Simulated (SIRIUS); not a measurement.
## Li2S under changes of volume

One of the cells (15.344 Å³/atom); the others are scaled copies at fixed shape and fractional positions:

```
S Li
1.0
     0.00000    2.84450    2.84450
     2.84450    0.00000    2.84450
     2.84450    2.84450    0.00000
S Li
1 2
Direct
  0.00000 0.00000 0.00000
  0.75000 0.75000 0.75000
  0.25000 0.25000 0.25000
```

* Program: SIRIUS 7.12.0
* Functional: PBEsol
* Potentials or basis: all-electron FP-LAPW
* Cutoff: 158 eV
* Basis: apw+lo standard
* k mesh: 8 × 8 × 8
* Occupations: fermi-dirac, width 0.05 eV
* Spin: no spin polarisation

```csv
volume (Å³/atom),energy over the lowest point (meV/atom),gap on the mesh (eV)
14.423,?,?
14.730,0.96,3.19
15.037,0.00,3.21
15.344,0.73,3.22
15.650,2.90,3.23
15.957,6.42,3.25
16.264,11.19,3.26
```

What does the run at 14.423 Å³/atom give?

Energy over the lowest point 3.77 meV/atom; gap on the mesh 3.17 eV.

Worked out: A Birch-Murnaghan fit of order 3 (a polynomial in V^(-2/3)) to the other rows has its minimum at 15.05 Å³/atom with B0 = V·E''(V) = 42 GPa and B' = 3.9. It gives 3.71 meV/atom at 14.423 Å³/atom, against the run's 3.77. A straight line through the other rows of the gap, of slope 0.692 eV per unit of ln V, extrapolates to 3.18 eV, against the run's 3.17.

Energies are extrapolated to zero smearing.

A mesh can miss the band edges.
